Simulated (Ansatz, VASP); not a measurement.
**Two plane-wave programs on MgO**

Contents of INCAR:

```
PREC = Accurate ; ENCUT = 520
EDIFF = 1E-6 ; ISMEAR = 0
SIGMA = 0.05 ; LREAL = False
LASPH = True ; NELM = 60
ALGO = Normal ; ISIF = 2
LWAVE = False ; LCHARG = False
GGA = PE ; NBANDS = 11
```

The input KPOINTS:

```
Automatic mesh
0
Gamma
  10 10 10
```

Contents of POSCAR:

```
MgO
1.0
    0.0000000000      2.1351500000      2.1351500000
    2.1351500000      0.0000000000      2.1351500000
    2.1351500000      2.1351500000      0.0000000000
Mg O
1 1
Direct
    0.0000000000      0.0000000000      0.0000000000
    0.5000000000      0.5000000000      0.4006477136
```

Input for Ansatz:

```yaml
crystal:
  lattice:
    - [0.0, 2.13515, 2.13515]
    - [2.13515, 0.0, 2.13515]
    - [2.13515, 2.13515, 0.0]
  atoms:
    - { symbol: Mg, position: [0.0, 0.0, 0.0] }
    - { symbol: O, position: [0.5, 0.5, 0.4006477136] }
basis:
  ecutwfc: 420
kpoints:
  mp_grid: { grid: [10, 10, 10] }
hamiltonian:
  xc: pbe
scf:
  occupations: { method: gaussian, width: 0.05 }
output:
  forces: true
  stress: true
  eigenvalues: true
  write_density: true
  write_potential: true
  elf: true
  volumetric_format: npy
```

Alike in both runs: task single point; functional PBE; k mesh 10 × 10 × 10; occupations gaussian, width 0.05 eV; no spin polarisation.

```csv
,VASP,Ansatz
version,VASP 6.6.1,Ansatz 0.2.0
potentials or method,"VASP PAW PBE potentials, release 64 (Mg, O)","scalar-relativistic, plane waves, PAW"
plane-wave cutoff (eV),520,420
valence electrons in the cell,8,16
```

|  | VASP | Ansatz | Ansatz less VASP |
| --- | --- | --- | --- |
| gap on the k mesh at the Fermi level (eV) | 4.31 | 4.32 | +0.016 |
| least direct gap on the mesh (eV) | 4.31 | 4.32 | +0.016 |
| pressure (GPa) | 5.2 | 5.9 | +0.61 |
| largest component of the traceless stress (GPa) | 9.13 | 9.01 | -0.122 |
| rms of the force components (eV/Å) | 0.891 | 0.879 | -0.0120 |

Atom by atom the forces differ by 0.012 eV/Å (rms over components). With one functional, cell and mesh, what is left measures potentials, basis and numerics. The two sets of potentials don't hold the same shells in valence.

Caveats: forces of over 1 eV/Å show positions far from the minimum, so gaps and moduli don't describe the material at rest.
